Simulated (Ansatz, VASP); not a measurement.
# Pb: VASP beside Ansatz

The input INCAR:

```
  PREC = Accurate
  ENCUT = 520
  EDIFF = 1E-6
  ISMEAR = -1
  SIGMA = 0.1
  LREAL = False
  LASPH = True
  NELM = 100
  ALGO = Normal
  ISIF = 2
  LWAVE = False
  LCHARG = True
  GGA = PE
  LELF = True
  LVHAR = True
  NBANDS = 21
```

File KPOINTS:

```
Automatic mesh
0
Gamma
  11 11 11
```

File POSCAR:

```
Pb
1.0
    0.0000000000      2.9782199344      2.9782199344
    2.9782199344      0.0000000000      2.9782199344
    2.9782199344      2.9782199344      0.0000000000
Pb
2
Direct
   -0.1250000000     -0.1250000000     -0.1250000000
    0.1250000000      0.1250000000      0.1250000000
```

Input for Ansatz:

```yaml
crystal:
  lattice:
    - [0.0, 2.9782199344, 2.9782199344]
    - [2.9782199344, 0.0, 2.9782199344]
    - [2.9782199344, 2.9782199344, 0.0]
  atoms:
    - { symbol: Pb, position: [-0.125, -0.125, -0.125] }
    - { symbol: Pb, position: [0.125, 0.125, 0.125] }
kpoints:
  mp_grid: { grid: [11, 11, 11] }
scf:
  occupations: { method: fermi_dirac, width: 0.1 }
hamiltonian:
  xc: pbe
  pseudopotentials: { kind: all_electron, lapw: { basis_error: 0.001 } }
output:
  forces: true
  stress: true
  eigenvalues: true
  populations: true
```

Change from the starting cell: volume scaled by 0.6, LAPW.

Alike in both runs: task single point; functional PBE; k mesh 11 × 11 × 11; occupations fermi-dirac, width 0.1 eV; no spin polarisation.

```csv
,VASP,Ansatz
version,VASP 6.6.1,Ansatz 0.2.0
potentials or method,"VASP PAW PBE potentials, release 64 (Pb_d)","all-electron LAPW, scalar-relativistic"
plane-wave cutoff (eV),520,see its input
```

VASP gave:

* pressure (GPa): 44.3

Problem. Estimate Ansatz's values.

Solution. Pressure (GPa): 44.4.

Ansatz ran all-electron here, so the differences hold the error of VASP's frozen core and of both bases.

Caveats: so large a pressure means that the cell lies far from this level's equilibrium, or that cutoff or potentials fall short (VASP). Spin-orbit coupling is left out, which matters for the levels of Pb.
